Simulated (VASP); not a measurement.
Crystal: CdS (Hawleyite).

```xyz
2
Lattice="0.0000 2.9165 2.9165 2.9165 0.0000 2.9165 2.9165 2.9165 0.0000" Properties=species:S:1:pos:R:3 pbc="T T T"
Cd    0.0000    0.0000    0.0000
S     1.4583    1.4583    1.4583
```

* Program: VASP 6.6.1
* Task: relaxation of cell and atoms
* Functional: r2SCAN
* Potentials or basis: VASP PAW PBE potentials, release 64 (Cd, S)
* Cutoff: 600 eV
* k mesh: 8 × 8 × 8
* Occupations: gaussian, width 0.03 eV
* Spin: no spin polarisation

At the start: pressure 1.8 GPa; volume 24.81 Å³/atom.

Task: How do energy, volume and symmetry change on relaxing?

Result: Over 3 steps the energy falls by 3.7 meV/atom and the volume is 25.49 Å³/atom (+2.8 %); space group F-43m (No. 216, to 0.05 Å).

Step by step:
```tsv
step	energy change (eV)	largest force (eV/Å)	pressure (GPa)	volume (Å³)
1	0.0000	0.0000	1.76	49.62
2	-0.0060	0.0000	-0.70	51.60
3	-0.0073	0.0000	0.00	50.99
```

Final structure:
```
Cd S
1.0
     0.00000    2.94314    2.94314
     2.94314    0.00000    2.94314
     2.94314    2.94314    0.00000
Cd S
1 1
Direct
  0.00000 0.00000 0.00000
  0.25000 0.25000 0.25000
```

Caveat: the PAW data sets were made with another functional, which shifts forces and pressure a little.
